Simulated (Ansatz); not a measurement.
NaCl, response to strain

Start from NaCl in the rock salt structure (space group Fm-3m, No. 225; a = 5.6015 Å). Axes: x, y, z lie along the cube axes.

Strains are applied to the cell and any free atomic positions relax.

Level of theory: PBEsol, PAW, 420 eV (Ansatz, an electronic-structure program; no SOC).

Notes on the quantities. energy relative to the base: free energy F.

| variant | band gap | energy relative to the base | volume per atom |
|---|---|---|---|
| base | 5.01 eV | 0 meV/atom | 21.97 Å³ |
| tensor shear ε_xy = +2.00 % | ___ | +1.3 meV/atom | 21.96 Å³ |
| tensor shear ε_xy = +0.57 % | ___ | +0.1 meV/atom | 21.97 Å³ |
| tensor shear ε_xy = +1.14 % | 4.97 eV | +0.4 meV/atom | 21.97 Å³ |
| tensor shear ε_xy = +1.71 % | 4.94 eV | +1.0 meV/atom | 21.96 Å³ |
| tensor shear ε_xy = +0.29 % | 5.00 eV | 0.0 meV/atom | 21.97 Å³ |
| tensor shear ε_xy = +0.86 % | 4.98 eV | +0.2 meV/atom | 21.97 Å³ |
| tensor shear ε_xy = +1.43 % | 4.95 eV | +0.7 meV/atom | 21.96 Å³ |

Q: Complete the table.

A: 
- tensor shear ε_xy = +2.00 %, band gap: 4.93 eV
- tensor shear ε_xy = +0.57 %, band gap: 4.99 eV

Whether these cells are dynamically stable was not tested.
